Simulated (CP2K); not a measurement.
A run of CP2K 2026.2 is set up as follows.

The input zns_bands.inp:

```
&GLOBAL
  PROJECT zns_bands
  RUN_TYPE ENERGY_FORCE
  PRINT_LEVEL LOW
&END GLOBAL
&FORCE_EVAL
  METHOD QS
  STRESS_TENSOR ANALYTICAL
  &DFT
    BASIS_SET_FILE_NAME BASIS_MOLOPT_UZH
    POTENTIAL_FILE_NAME GTH_POTENTIALS
    &MGRID
      CUTOFF 450
      REL_CUTOFF 60
      NGRIDS 5
    &END MGRID
    &QS
      METHOD GPW
      EPS_DEFAULT 1.0E-9
    &END QS
    &KPOINTS
      SCHEME MONKHORST-PACK 9 9 9
      GAMMA_CENTERED T
      SYMMETRY T
      SYMMETRY_BACKEND SPGLIB
    &END KPOINTS
    &SCF
      SCF_GUESS ATOMIC
      EPS_SCF 1.0E-6
      MAX_SCF 100
      ADDED_MOS 10
      CHOLESKY OFF
      EPS_EIGVAL 1.0E-7
      &DIAGONALIZATION ON
        ALGORITHM STANDARD
      &END DIAGONALIZATION
      &MIXING ON
        METHOD BROYDEN_MIXING
        ALPHA 0.4
        BETA 1.5
        NBUFFER 8
      &END MIXING
      &SMEAR ON
        METHOD FERMI_DIRAC
        ELECTRONIC_TEMPERATURE [K] 300.557
      &END SMEAR
    &END SCF
    &XC
      &XC_FUNCTIONAL
        &LDA_X
        &END LDA_X
        &LDA_C_PW
        &END LDA_C_PW
      &END XC_FUNCTIONAL
    &END XC
    &PRINT
      &KPOINTS ON
      &END KPOINTS
      &MULLIKEN ON
      &END MULLIKEN
      &MO ON
        ENERGIES T
        OCCUPATION_NUMBERS T
        &EACH
          QS_SCF 0
        &END EACH
        ADD_LAST NUMERIC
      &END MO
      &BAND_STRUCTURE
        FILE_NAME bands.bs
        ADDED_MOS 6
        &KPOINT_SET
          UNITS B_VECTOR
          NPOINTS 6
          SPECIAL_POINT GAMMA 0.00000000 0.00000000 0.00000000
          SPECIAL_POINT X 0.50000000 0.00000000 0.50000000
          SPECIAL_POINT W 0.50000000 0.25000000 0.75000000
          SPECIAL_POINT K 0.37500000 0.37500000 0.75000000
          SPECIAL_POINT GAMMA 0.00000000 0.00000000 0.00000000
          SPECIAL_POINT L 0.50000000 0.50000000 0.50000000
          SPECIAL_POINT U 0.62500000 0.25000000 0.62500000
          SPECIAL_POINT W 0.50000000 0.25000000 0.75000000
          SPECIAL_POINT L 0.50000000 0.50000000 0.50000000
          SPECIAL_POINT K 0.37500000 0.37500000 0.75000000
        &END KPOINT_SET
        &KPOINT_SET
          UNITS B_VECTOR
          NPOINTS 6
          SPECIAL_POINT U 0.62500000 0.25000000 0.62500000
          SPECIAL_POINT X 0.50000000 0.00000000 0.50000000
        &END KPOINT_SET
      &END BAND_STRUCTURE
    &END PRINT
  &END DFT
  &SUBSYS
    &CELL
      A 3.8212050455 0.0000000000 0.0000000000
      B 1.9106025228 3.3092606425 0.0000000000
      C 1.9106025228 1.1030868808 3.1200008547
      PERIODIC XYZ
    &END CELL
    &COORD
      SCALED
      Zn  0.7500000000 0.7500000000 0.7500000000
      S   0.0000000000 0.0000000000 0.0000000000
    &END COORD
    &KIND Zn
      BASIS_SET TZVP-MOLOPT-PBE-GTH-q12
      POTENTIAL GTH-PADE-q12
    &END KIND
    &KIND S
      BASIS_SET TZVP-MOLOPT-PBE-GTH-q6
      POTENTIAL GTH-PADE-q6
    &END KIND
    &PRINT
      &ATOMIC_COORDINATES ON
      &END ATOMIC_COORDINATES
      &CELL ON
      &END CELL
      &SYMMETRY ON
      &END SYMMETRY
    &END PRINT
  &END SUBSYS
  &PRINT
    &FORCES ON
    &END FORCES
    &STRESS_TENSOR ON
    &END STRESS_TENSOR
  &END PRINT
&END FORCE_EVAL
```

Potentials or basis: GTH_POTENTIALS Zn GTH-PADE-q12, S GTH-PADE-q6; TZVP-MOLOPT-PBE-GTH basis.

Run with:

```console
$ OMP_NUM_THREADS=1 cp2k.psmp -i zns_bands.inp -o zns_bands.out
```

Estimate the pressure.

-4.3 GPa.

Predict the band gap along the path.

1.80 eV, direct.

Estimate the Mulliken charges.

Zn +0.11; S -0.11 e.

Estimate the band gap on the k mesh.

1.80 eV, direct.

Levels at the corners of the path, in eV from the valence-band top:
| point | band 7 | band 8 | band 9 | band 10 | band 11 | band 12 |
| --- | --- | --- | --- | --- | --- | --- |
| Γ | 0.00 | 0.00 | 0.00 | 1.80 | 6.25 | 6.25 |
| X | -4.69 | -2.28 | -2.28 | 3.20 | 3.93 | 10.78 |
| W | -4.72 | -2.83 | -2.79 | 5.57 | 5.90 | 7.71 |
| K | -4.75 | -3.20 | -1.85 | 3.96 | 5.83 | 9.32 |
| Γ | 0.00 | 0.00 | 0.00 | 1.80 | 6.25 | 6.25 |
| L | -5.42 | -0.89 | -0.89 | 3.05 | 6.90 | 6.90 |
| U | -4.75 | -3.20 | -1.85 | 3.96 | 5.83 | 9.32 |
| W | -4.72 | -2.83 | -2.79 | 5.57 | 5.90 | 7.71 |
| L | -5.42 | -0.89 | -0.89 | 3.05 | 6.90 | 6.90 |
| K | -4.75 | -3.20 | -1.85 | 3.96 | 5.83 | 9.32 |
| U | -4.75 | -3.20 | -1.85 | 3.96 | 5.83 | 9.32 |
| X | -4.69 | -2.28 | -2.28 | 3.20 | 3.93 | 10.78 |

Caveat: the basis of atomic orbitals isn't converged, which shifts pressures, moduli and gaps.

**Measured values to compare with.**

“Electronic, vibrational, and thermodynamic properties of ZnS (zincblende and rocksalt structure)”, 2009, arxiv:0911.5022 quotes, for a bulk crystal of ZnS at 19 K: band gap 3.85 eV (direct).

Measured gap of ZnS: 3.85 eV (direct; 19 K; quoted in “Electronic, vibrational, and thermodynamic properties of ZnS (zincblende and rocksalt structure)”, 2009, arxiv:0911.5022). This calculation gives 1.80 eV (-2.05 eV). So large a miss can be the level of theory's own, or it may mean another phase, state or a wrong row. The value is that of LDA in an atomic basis (GTH_POTENTIALS Zn GTH-PADE-q12, S GTH-PADE-q6; TZVP-MOLOPT-PBE-GTH basis), whose error adds to the functional's,, without temperature or zero-point motion. Semilocal functionals fall short of measured gaps as a rule.
